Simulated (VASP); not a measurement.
Input of a VASP 6.6.1 run:

INCAR

```
PREC = Accurate
ENCUT = 520
EDIFF = 1E-7
ISMEAR = 0
SIGMA = 0.022
LREAL = False
LASPH = True
NELM = 60
ALGO = Fast
ISIF = 2
LWAVE = False
LCHARG = False
GGA = PE
NBANDS = 21
```

The input KPOINTS:

```
Automatic mesh
0
Gamma
  8 8 8
```

Contents of POSCAR:

```
Ge
1.0
    0.0000000000      2.8289100000      2.8289100000
    2.8289100000      0.0000000000      2.8289100000
    2.8289100000      2.8289100000      0.0000000000
Ge
2
Direct
    0.7500000000      0.7500000000      0.7500000000
    0.5000000000      0.5000000000      0.5000000000
```

Potentials or basis: VASP PAW PBE potentials, release 64 (Ge_d).

The run is started by

```console
$ cat potpaw_PBE.64/Ge_d/POTCAR > POTCAR
$ mpirun -np 1 vasp_std > vasp.out
```

(1) Estimate the band gap on the k mesh.

(2) Predict the pressure.

## Answers

(1) 0.03 eV, direct.

(2) 3.5 GPa.

**What was measured.**

“Electronic and optical properties of SixGe1-x-ySny alloys lattice-matched to Ge”, 2021, arxiv:2109.02782 reports, for a bulk crystal of Ge at 300 K: band gap 0.807 eV (direct).

A measured gap of Ge is 0.807 eV (direct; 300 K; “Electronic and optical properties of SixGe1-x-ySny alloys lattice-matched to Ge”, 2021, arxiv:2109.02782); the calculated 0.03 eV misses it by -0.77 eV. 3 values of this kind are on record (0.666 to 0.807 eV); this one was drawn at random among those near their median. Spin-orbit coupling on Ge is left out. The value is that of PBE on a finite k mesh, which can miss the band edges, without temperature or zero-point motion. Semilocal functionals fall short of measured gaps as a rule.
